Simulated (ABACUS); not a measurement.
Set up this calculation in ABACUS 3.10.1, as the native input.

| Quantity | Value |
| --- | --- |
| Task | single point |
| Functional | PBEsol |
| Potentials or basis | PseudoDojo NC SR 0.4.1 PBEsol standard |
| Cutoff | 1361 eV |
| Density cutoff | 5442 eV |
| Basis | DZP LCAO (the cutoffs set its grid) |
| k mesh | 10 × 10 × 10 |
| Occupations | fermi-dirac, width 0.05 eV |
| Spin | no spin polarisation |
| Orbital files | Ti Ti_confined-atom_7au_3s2p2d1f.orb |
| Radial cutoff of the potentials (pseudo_rcut) | 10 bohr |
| SCF threshold on the density | 1e-07 |
| Max SCF steps | 100 |
| Eigensolver | genelpa |
| Mixing | broyden |
| Mixing share | 0.7 |
| Symmetry key | 1 |

Crystal: Ti.

```xyz
1
Lattice="-1.6410 1.6410 1.6410 1.6410 -1.6410 1.6410 1.6410 1.6410 -1.6410" Properties=species:S:1:pos:R:3 pbc="T T T"
Ti    0.0000    0.0000    0.0000
```

This isn't the form of Ti at room conditions, which is hcp.

One way to write it, as run:

INPUT

```
INPUT_PARAMETERS
suffix              Ti
calculation         scf
basis_type          lcao
pseudo_dir          ./
orbital_dir         ./
symmetry            1
dft_functional      pbesol
ecutwfc             100
pseudo_rcut         10
nspin               1
nbands              16
ks_solver           genelpa
smearing_method     fd
smearing_sigma      0.00367493
scf_thr             1e-07
scf_nmax            100
mixing_type         broyden
mixing_beta         0.7
cal_force           1
cal_stress          1
out_mul             1
out_chg             1
```

STRU

```
ATOMIC_SPECIES
Ti 47.8670 Ti.upf

NUMERICAL_ORBITAL
Ti_confined-atom_7au_3s2p2d1f.orb

LATTICE_CONSTANT
1.8897261246

LATTICE_VECTORS
-1.6410000000 1.6410000000 1.6410000000
1.6410000000 -1.6410000000 1.6410000000
1.6410000000 1.6410000000 -1.6410000000

ATOMIC_POSITIONS
Direct

Ti
0.0
1
0.0000000000 0.0000000000 0.0000000000 1 1 1
```

KPT

```
K_POINTS
0
Gamma
10 10 10 0 0 0
```

Potentials or basis: PseudoDojo NC SR 0.4.1 PBEsol standard, DZP LCAO (the cutoffs set its grid).

Run with:

```bash
$ OMP_NUM_THREADS=1 mpirun -np 4 abacus > log
```

Results of the run:

```json
{
 "Pressure": "-6.4 GPa",
 "Band gap on the k mesh": "none (metal or under the smearing width)"
}
```

Caveat: the atomic orbitals were generated for these runs and aren't a published set; the basis of atomic orbitals isn't converged, which shifts pressures, moduli and gaps.

It took 2.2 s on 4 MPI ranks on AMD EPYC 9R14 (Zen 4), with other jobs on the host, peak memory 0.36 GiB a rank.
